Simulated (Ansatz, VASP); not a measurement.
Two plane-wave programs on SnTe

```
Sn Te
1.0
     3.99849    0.00000    0.00000
     0.00000    3.99849    0.00000
     0.00000    0.00000    3.99849
Sn Te
1 1
Direct
  0.00000 0.00000 0.00000
  0.50000 0.50000 0.50000
```

Alike in both runs: task single point; functional PBE; k mesh 12 × 12 × 12; occupations gaussian, width 0.1 eV; no spin polarisation.

|  | VASP | Ansatz |
| --- | --- | --- |
| version | VASP 6.6.1 | Ansatz 0.2.0 |
| potentials or method | VASP PAW PBE potentials, release 64 (Sn_d, Te) | scalar-relativistic, plane waves, PAW |
| plane-wave cutoff (eV) | 520 | 420 |
| valence electrons in the cell | 20 | 30 |

```tsv
	VASP	Ansatz	Ansatz less VASP
gap on the k mesh at the Fermi level (eV)	none	none	-
pressure (GPa)	-2.9	-2.9	+0.04
```

A gap of «none» marks a metal or a gap that the smearing closes. The functional is the same, so the differences come from potentials, cutoffs and numerics. The two sets of potentials don't hold the same shells in valence.

The runs have no spin-orbit coupling, so splittings on Te are missing.
